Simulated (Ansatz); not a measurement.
# C (Fd-3m) in Ansatz: notebook, part 2 of 2

Ansatz 0.2.0. Earlier steps stand in the parts before.

### 3 Phonons, PBE

Contents of input.yaml:

```yaml
crystal:
  lattice:
    - [0.0, 1.78337, 1.78337]
    - [1.78337, 0.0, 1.78337]
    - [1.78337, 1.78337, 0.0]
  atoms:
    - { symbol: C, position: [0.75, 0.75, 0.75] }
    - { symbol: C, position: [0.5, 0.5, 0.5] }
hamiltonian:
  xc: pbe
  pseudopotentials: { kind: paw }
kpoints:
  mp_grid: { grid: [12, 12, 12] }
scf:
  occupations: { method: fixed }
phonons:
  method: dfpt
  dielectric: true
  rigid_motions: translations
  qmesh: [2, 2, 2]
  temperatures: { t_max: 1000, t_step: 100 }
  qpath:
    path:
      - [[0.0, 0.0, 0.0], [0.5, 0.0, 0.5], [0.5, 0.25, 0.75], [0.375, 0.375, 0.75], [0.0, 0.0, 0.0], [0.5, 0.5, 0.5], [0.625, 0.25, 0.625], [0.5, 0.25, 0.75], [0.5, 0.5, 0.5], [0.375, 0.375, 0.75]]
      - [[0.625, 0.25, 0.625], [0.5, 0.0, 0.5]]
    npoints: 8
```

Potentials or basis: Ansatz PAW.

On the command line:

```
$ ansatz run input.yaml --threads 2 --pin off --max-ram 5120MiB --backend cpu --events-out ev --progress --plain --runs-dir out
```

Standard output:

```text
Warning: RAYON_NUM_THREADS=2 ignored (pool sized by the plan → 2); use --threads N
Engine: ansatz 0.2.0, x86_64-unknown-linux-gnu
Pseudopotentials: kind: paw
Pseudopotential: C, paw, valence charge 4, recommended cutoff 420 eV (normal), C.paw.azcp
Functional definition: PBE
  parameter kappa = 0.804
  parameter beta = 0.06672455060314922
  exchange = pbe_x(kappa = kappa, mu = beta*pi^2/3)
  correlation = pbe_c(beta = beta)
Crystal: 2 atoms, lattice volume = 11.344 Å³
Basis set: ecut = 420 eV, 229 PW (Γ), exchange–correlation on 40×40×40 points (8 copies of the dense FFT grid, shifted against one another)
Bands: 8, of which v1, the nominal top of the filled ones, is band 4 counted from 1 (3 counted from 0)
Symmetry: 48 space group operations
k-points: 280 of 1728 (irreducible under 4 space group operations, time reversal used)
Non-local potential: C, projectors of the file, l = 0: 2, l = 1: 2, l = 2: 1
PAW form: soft (Blöchl's): semilocal exchange-correlation on the pseudo side does not see the compensation charge
PAW one-centre angular grid: C, 110 points (default); XC on 64 Gauss nodes
Initial density: superposition of atomic densities (neutral atoms: chi_scale 0, normalization atom), corrected by the library's trained network
Initial wavefunctions: pseudopotential atomic-orbital guess
Functional: x = pbe(κ = 0.804, μ = 0.2195149727645171), c = pbe(β = 0.06672455060314922)
SCF iter   1: F=—  HF=-501.615466 eV  |F-HF|=—  |Δ(HF+E_count)|=         —  Δρ=1.77e-3  dr2=9.61e-5  ethr=1.77e-3  ⟨swp⟩=3.9  Hψ=13225  notcnv=0  defer=454
preconditioner: auto → none  [insulator: Δε(μ)=4.168 eV  Ē_g=19.631 eV  n_scr=0 (ndim 8)  ℏωp=31.2 eV  f_vac=0.000  ε∞_Penn≈3.5]
SCF iter   2: F=—  HF=-501.615529 eV  |F-HF|=—  |Δ(HF+E_count)|=   6.25e-5  Δρ=8.74e-4  dr2=2.07e-5  ethr=1.20e-6  ⟨swp⟩=2.2  Hψ=5622  notcnv=0  defer=493
[... 73 lines left out ...]
         0.00000    0.00000    0.00000
    site 1:
         0.00000   -0.00000   -0.00000
         0.00000    0.00000    0.00000
        -0.00000   -0.00000    0.00000
  Z* charge neutrality: 6.356e-4 e pre-enforcement
  solved inside a basis spanned on kpoints, on 12×12×12 k-points, its susceptibility summed on 16×16×16: ε∞ is read to err by 1.6e-2, Z* by 4.5e-3 e (field_mesh: kpoints solves on kpoints)
  optical modes at Γ without the LO–TO term, one row a degenerate level:
      ω (cm⁻¹)  modes    IR ((D/Å)²/amu)
       1295.19      3             0.0000
  optical modes at Γ + LO–TO along q̂ = [1.0000, 0.0000, 0.0000]:
      ω (cm⁻¹)  modes    IR ((D/Å)²/amu)
       1295.19      3             0.0000
  optical modes at Γ + LO–TO along q̂ = [0.0000, 1.0000, 0.0000]:
      ω (cm⁻¹)  modes    IR ((D/Å)²/amu)
       1295.19      3             0.0000
  optical modes at Γ + LO–TO along q̂ = [0.0000, 0.0000, 1.0000]:
      ω (cm⁻¹)  modes    IR ((D/Å)²/amu)
       1295.19      3             0.0000
--- Phonons (arbitrary-q DFPT): 3 irreducible q on the 2×2×2 mesh ---
  q = [0.0000, 0.0000, 0.0000] (star 1, of the zone-centre solve; hermiticity 7.67e-16, symmetrization 9.19e-16): -0.00 -0.00 -0.00 1295.19 1295.19 1295.19
  q = [0.0000, 0.0000, -0.5000] (star 4, 1 solved perturbation on 476 of 1728 k-point pairs; hermiticity 7.00e-15, symmetrization 2.99e-15): 546.64 546.64 1045.16 1198.95 1198.95 1248.78
  q = [0.0000, -0.5000, -0.5000] (star 3, 2 solved perturbations in 443 linear systems a pass and spin channel, the states on 280 of 1728 k-point pairs; hermiticity 9.57e-15, symmetrization 3.30e-15): 781.52 781.52 1062.72 1062.72 1195.97 1195.97
  sum rule: each row above includes the acoustic sum rule's correction from the zone centre's row sums; it moved no ω² by more than (2.09 cm⁻¹)²
  mesh force constants: q→R imaginary residual 6.92e-18; ASR residual 1.928e-4 → 0.000e0 eV/Å²; symmetrization residual 3.553e-14 eV/Å²
  interpolated dispersion: 82 rows × 6 modes
  density of states and harmonic sums: on the 30×30×30 q-mesh, interpolated from the force constants of a 2×2×2 supercell (no non-analytic term)
  largest difference from the sums on the solved wave vectors: F 2.00e-2 eV, S 5.23e-5 and C_V 3.21e-5 eV/K
  zero-point energy: 0.358780 eV/cell   skipped modes (ω ≤ 0): 3   left out of the sums: 1.85e-5 of the cell's modes: C_V's classical limit lies that fraction below 3 k_B per atom; for a crystal, a wire or a layer, F and S can be off by more, and a phonons.interpolated_qmesh denser along its periods is the remedy for the sampling
```

optical_modes.tsv:

```text
# format = ansatz-optical-modes/1
[... 6 lines left out ...]
0e0	0e0	0e0	1.2951892743011188e3	3	3.844929011955212e-33	1.9244847406386778e-35	-2.1087324074363117e-36	3.919597662931124e-35	3.852786339131162e-35	-6.423630402850549e-36	1.0888527649647704e-34
1e0	0e0	0e0	1.2951892743011188e3	3	3.844929011955212e-33	1.9244847406386778e-35	-2.1087324074363117e-36	3.919597662931124e-35	3.852786339131162e-35	-6.423630402850549e-36	1.0888527649647704e-34
0e0	1e0	0e0	1.295189274301119e3	3	3.844929011955213e-33	1.9244847406386783e-35	-2.1087324074363117e-36	3.9195976629311254e-35	3.852786339131162e-35	-6.423630402850546e-36	1.0888527649647709e-34
0e0	0e0	1e0	1.2951892743011188e3	3	3.8449290119552126e-33	1.9244847406386786e-35	-2.108732407436312e-36	3.919597662931125e-35	3.852786339131162e-35	-6.423630402850547e-36	1.0888527649647704e-34
```

phbands.tsv:

```text
# q_distance	omega_0_inv_cm	omega_1_inv_cm	omega_2_inv_cm	omega_3_inv_cm	omega_4_inv_cm	omega_5_inv_cm	omega_0_thz	omega_1_thz	omega_2_thz	omega_3_thz	omega_4_thz	omega_5_thz
# format = ansatz-phbands/1
[... 84 lines left out ...]
11.230235	780.546837	785.099672	1062.266835	1063.432887	1194.087774	1196.213361	23.400205	23.536696	31.845959	31.880916	35.797851	35.861574
11.308087	781.524815	781.524815	1062.716655	1062.716655	1195.974816	1195.974816	23.429525	23.429525	31.859444	31.859444	35.854423	35.854423
```

Wall time 14 s (2 threads of AMD EPYC 7B13 (Zen 3), shared host); peak memory 0.56 GiB.

What came out:

- Free energy: -501.6156 eV
- Band gap on the k mesh: 4.16 eV, indirect (least direct gap 5.59 eV)
- Electronic dielectric tensor (diagonal): 5.84
- Born charges (mean of the diagonal): C +0.00 e
- Highest phonon frequency: 1295 cm⁻¹
- Static dielectric tensor (diagonal): 5.84

Phonon frequencies in cm⁻¹ (negative: imaginary):
| q point | frequencies |
| --- | --- |
| (0.000, 0.000, 0.000) | 0 0 0 1295 1295 1295 |
| (0.000, 0.000, -0.500) | 547 547 1045 1199 1199 1249 |
| (0.000, -0.500, -0.500) | 782 782 1063 1063 1196 1196 |

Electronic dielectric tensor:
```
5.84 0.00 0.00
0.00 5.84 0.00
0.00 0.00 5.84
```

Born effective charge tensors (e):
atom 1, C
```
0.00 0.00 0.00
0.00 0.00 0.00
0.00 0.00 0.00
```
atom 2, C
```
0.00 0.00 0.00
0.00 0.00 0.00
0.00 0.00 0.00
```

Static dielectric tensor, electrons and zone-centre modes:
```
5.84 0.00 0.00
0.00 5.84 0.00
0.00 0.00 5.84
```

Caveat: the q mesh is small, so phonon branches between its points and thermal values are rough. A k mesh can miss the band edges.

### 4 Single point, PBEsol+D4, 5.33 Å³/atom (volume scaled by 0.94)

Contents of input.yaml:

```yaml
crystal:
  lattice:
    - [0.0, 1.7469644787, 1.7469644787]
    - [1.7469644787, 0.0, 1.7469644787]
    - [1.7469644787, 1.7469644787, 0.0]
  atoms:
    - { symbol: C, position: [0.75, 0.75, 0.75] }
    - { symbol: C, position: [0.5, 0.5, 0.5] }
hamiltonian:
  xc: pbesol
  pseudopotentials: { kind: paw }
  dispersion: d4
kpoints:
  mp_grid: { grid: [13, 13, 13] }
scf:
  occupations: { method: fermi_dirac, width: 0.05 }
output:
  forces: true
  stress: true
  eigenvalues: true
```

On the command line:

```
$ ansatz run input.yaml --threads 2 --pin off --max-ram 5120MiB --backend cpu --events-out ev --progress --plain --runs-dir out
```

Wall time 0.96 s (2 threads of AMD EPYC 7B13 (Zen 3), shared host); peak memory 0.31 GiB.

It converged, with:

```yaml
Free_energy: -493.5451 eV
Pressure: 21.8 GPa
Band_gap_on_the_k_mesh: 4.16 eV, indirect (least direct gap 5.71 eV)
```

Caveat: odd divisions of the mesh miss points on the zone boundary, where band edges often lie, so the gap on the mesh can be too wide; the pressure holds a Pulay correction of +1.0 GPa for the finite cutoff; the PAW data sets come from PBE, with cores solved anew for the run's functional, which leaves a small shift of forces and pressure.

### 5 Single point, PBEsol+D4, 5.44 Å³/atom (volume scaled by 0.96)

input.yaml, as its differences from that of step 4:

```diff
@@ -2,5 +2,5 @@
   lattice:
-    - [0.0, 1.7469644787, 1.7469644787]
-    - [1.7469644787, 0.0, 1.7469644787]
-    - [1.7469644787, 1.7469644787, 0.0]
+    - [0.0, 1.7592674508, 1.7592674508]
+    - [1.7592674508, 0.0, 1.7592674508]
+    - [1.7592674508, 1.7592674508, 0.0]
   atoms:
```

On the command line:

```
$ ansatz run input.yaml --threads 2 --pin off --max-ram 5120MiB --backend cpu --events-out ev --progress --plain --runs-dir out
```

Run time: 1.1 s. Hardware: 2 threads of AMD EPYC 7B13 (Zen 3), shared host; peak memory 0.32 GiB.

Results (log left out):

* Free energy: -493.5683 eV
* Pressure: 11.0 GPa
* Band gap on the k mesh: 4.11 eV, indirect (least direct gap 5.65 eV)

Caveat: odd divisions of the mesh miss points on the zone boundary, where band edges often lie, so the gap on the mesh can be too wide; the pressure holds a Pulay correction of +1.0 GPa for the finite cutoff; the PAW data sets come from PBE, with cores solved anew for the run's functional, which leaves a small shift of forces and pressure.

### 6 Single point, PBEsol+D4, 5.56 Å³/atom (volume scaled by 0.98)

input.yaml, as its differences from that of step 5:

```diff
@@ -2,5 +2,5 @@
   lattice:
-    - [0.0, 1.7592674508, 1.7592674508]
-    - [1.7592674508, 0.0, 1.7592674508]
-    - [1.7592674508, 1.7592674508, 0.0]
+    - [0.0, 1.7714007132, 1.7714007132]
+    - [1.7714007132, 0.0, 1.7714007132]
+    - [1.7714007132, 1.7714007132, 0.0]
   atoms:
@@ -20 +20,5 @@
   eigenvalues: true
+  write_density: true
+  write_potential: true
+  elf: true
+  volumetric_format: npy
```

Potentials or basis: Ansatz PAW.

On the command line:

```
$ ansatz run input.yaml --threads 2 --pin off --max-ram 5120MiB --backend cpu --events-out ev --progress --plain --runs-dir out
```

Wall time 1 s (2 threads of AMD EPYC 7B13 (Zen 3), shared host); peak memory 0.29 GiB.

It converged, with:

```
Free energy            : -493.5767 eV
Pressure               : 1.1 GPa
Band gap on the k mesh : 4.06 eV, indirect (least direct gap 5.60 eV)
```

Caveat: odd divisions of the mesh miss points on the zone boundary, where band edges often lie, so the gap on the mesh can be too wide; the pressure holds a Pulay correction of +1.0 GPa for the finite cutoff; the PAW data sets come from PBE, with cores solved anew for the run's functional, which leaves a small shift of forces and pressure.

### 7 Single point, PBEsol+D4, 5.67 Å³/atom

input.yaml, as its differences from that of step 6:

```diff
@@ -2,5 +2,5 @@
   lattice:
-    - [0.0, 1.7714007132, 1.7714007132]
-    - [1.7714007132, 0.0, 1.7714007132]
-    - [1.7714007132, 1.7714007132, 0.0]
+    - [0.0, 1.78337, 1.78337]
+    - [1.78337, 0.0, 1.78337]
+    - [1.78337, 1.78337, 0.0]
   atoms:
```

On the command line:

```
$ ansatz run input.yaml --threads 2 --pin off --max-ram 5120MiB --backend cpu --events-out ev --progress --plain --runs-dir out
```

Wall time 0.99 s (2 threads of AMD EPYC 7B13 (Zen 3), shared host); peak memory 0.31 GiB.

It converged, with:

| Quantity | Value |
| --- | --- |
| Free energy | -493.5719 eV |
| Pressure | -7.8 GPa |
| Band gap on the k mesh | 4.02 eV, indirect (least direct gap 5.54 eV) |

Caveat: odd divisions of the mesh miss points on the zone boundary, where band edges often lie, so the gap on the mesh can be too wide; the pressure holds a Pulay correction of +1.0 GPa for the finite cutoff; the PAW data sets come from PBE, with cores solved anew for the run's functional, which leaves a small shift of forces and pressure.

### 8 Single point, PBEsol+D4, 5.79 Å³/atom (volume scaled by 1.02)

input.yaml, as its differences from that of step 7:

```diff
@@ -2,5 +2,5 @@
   lattice:
-    - [0.0, 1.78337, 1.78337]
-    - [1.78337, 0.0, 1.78337]
-    - [1.78337, 1.78337, 0.0]
+    - [0.0, 1.7951807415, 1.7951807415]
+    - [1.7951807415, 0.0, 1.7951807415]
+    - [1.7951807415, 1.7951807415, 0.0]
   atoms:
```

On the command line:

```
$ ansatz run input.yaml --threads 2 --pin off --max-ram 5120MiB --backend cpu --events-out ev --progress --plain --runs-dir out
```

It took 1.1 s on 2 threads of AMD EPYC 7B13 (Zen 3), shared host; peak memory 0.32 GiB.

Results (log left out):

```yaml
Free_energy: -493.5550 eV
Pressure: -16.0 GPa
Band_gap_on_the_k_mesh: 3.97 eV, indirect (least direct gap 5.48 eV)
```

Caveat: odd divisions of the mesh miss points on the zone boundary, where band edges often lie, so the gap on the mesh can be too wide; the pressure holds a Pulay correction of +1.0 GPa for the finite cutoff; the PAW data sets come from PBE, with cores solved anew for the run's functional, which leaves a small shift of forces and pressure.

### 9 Single point, PBEsol+D4, 5.90 Å³/atom (volume scaled by 1.04)

Contents of input.yaml:

```yaml
crystal:
  lattice:
    - [0.0, 1.806838086, 1.806838086]
    - [1.806838086, 0.0, 1.806838086]
    - [1.806838086, 1.806838086, 0.0]
  atoms:
    - { symbol: C, position: [0.75, 0.75, 0.75] }
    - { symbol: C, position: [0.5, 0.5, 0.5] }
hamiltonian:
  xc: pbesol
  pseudopotentials: { kind: paw }
  dispersion: d4
kpoints:
  mp_grid: { grid: [13, 13, 13] }
scf:
  occupations: { method: fermi_dirac, width: 0.05 }
output:
  forces: true
  stress: true
  eigenvalues: true
```

Potentials or basis: Ansatz PAW.

On the command line:

```
$ ansatz run input.yaml --threads 2 --pin off --max-ram 5120MiB --backend cpu --events-out ev --progress --plain --runs-dir out
```

Wall time 0.83 s (2 threads of AMD EPYC 7B13 (Zen 3), shared host); peak memory 0.31 GiB.

Results (log left out):

- Free energy: -493.5271 eV
- Pressure: -23.4 GPa
- Band gap on the k mesh: 3.94 eV, indirect (least direct gap 5.44 eV)

Caveat: odd divisions of the mesh miss points on the zone boundary, where band edges often lie, so the gap on the mesh can be too wide; the pressure holds a Pulay correction of +1.0 GPa for the finite cutoff; the PAW data sets come from PBE, with cores solved anew for the run's functional, which leaves a small shift of forces and pressure.

### 10 Single point, PBEsol+D4, 6.01 Å³/atom (volume scaled by 1.06)

input.yaml, as its differences from that of step 9:

```diff
@@ -2,5 +2,5 @@
   lattice:
-    - [0.0, 1.806838086, 1.806838086]
-    - [1.806838086, 0.0, 1.806838086]
-    - [1.806838086, 1.806838086, 0.0]
+    - [0.0, 1.8183469191, 1.8183469191]
+    - [1.8183469191, 0.0, 1.8183469191]
+    - [1.8183469191, 1.8183469191, 0.0]
   atoms:
```

On the command line:

```
$ ansatz run input.yaml --threads 2 --pin off --max-ram 5120MiB --backend cpu --events-out ev --progress --plain --runs-dir out
```

Wall time 0.86 s (2 threads of AMD EPYC 7B13 (Zen 3), shared host); peak memory 0.32 GiB.

Results (log left out):

| Property | Result |
| --- | --- |
| Free energy | -493.4891 eV |
| Pressure | -30.1 GPa |
| Band gap on the k mesh | 3.90 eV, indirect (least direct gap 5.38 eV) |

Caveat: odd divisions of the mesh miss points on the zone boundary, where band edges often lie, so the gap on the mesh can be too wide; the pressure holds a Pulay correction of +1.0 GPa for the finite cutoff; the PAW data sets come from PBE, with cores solved anew for the run's functional, which leaves a small shift of forces and pressure.

### 11 Equation of state, PBEsol+D4

Potentials or basis: Ansatz PAW.

No new run: the results of the series are fitted here.

Results:

* Equilibrium volume: 5.57 Å³/atom
* Bulk modulus: 456 GPa
* Pressure derivative of the bulk modulus: 3.6

Energy against volume, from the lowest point:
```tsv
volume (Å³/atom)	energy (meV/atom)
5.332	15.78
5.445	4.21
5.558	0.00
5.672	2.38
5.785	10.86
5.899	24.82
6.012	43.81
```

### 12 Overview

```tsv
task	level	k mesh	smearing	atoms under strain	q mesh	points for each segment of the path	gap on the mesh (eV)
elastic constants	LDA	11 × 11 × 11	fixed	relaxed	-	-	4.10
phonons	PBE	12 × 12 × 12	fixed	-	2 × 2 × 2	8	4.16
equation of state	PBEsol+D4	13 × 13 × 13	fermi-dirac 0.05 eV	-	-	-	-
```

Alike in all rows: potentials or basis Ansatz PAW; no spin polarisation; cell as given; cutoff (eV) 420.

Caveats: the cell is more than 3 GPa from zero pressure, which shifts response properties (some runs); odd divisions of the mesh miss points on the zone boundary, where band edges often lie, so the gap on the mesh can be too wide (some runs); the PAW data sets come from PBE, with cores solved anew for the run's functional, which leaves a small shift of forces and pressure (some runs).

Total energies depend on the potentials used, so only differences within one code and one set of settings carry meaning.

### 13 Against experiment

Step 11. Against the measured bulk modulus of C, 442 GPa (quoted in “Equation of state of cubic boron nitride at high pressures and temperatures”, 2007, arxiv:cond-mat/0702656), the calculated 456 GPa is off by +3.1 %. 3 values of this kind are on record (442 to 444.8 GPa); this one was drawn at random among those near their median, those with a stated uncertainty first. The fit is for a static lattice scaled at fixed shape and fixed fractional positions. The cell as given is a measured one (5.67 Å³/atom); PBEsol+D4 puts the equilibrium volume -1.8 % from it, thermal expansion not counted.
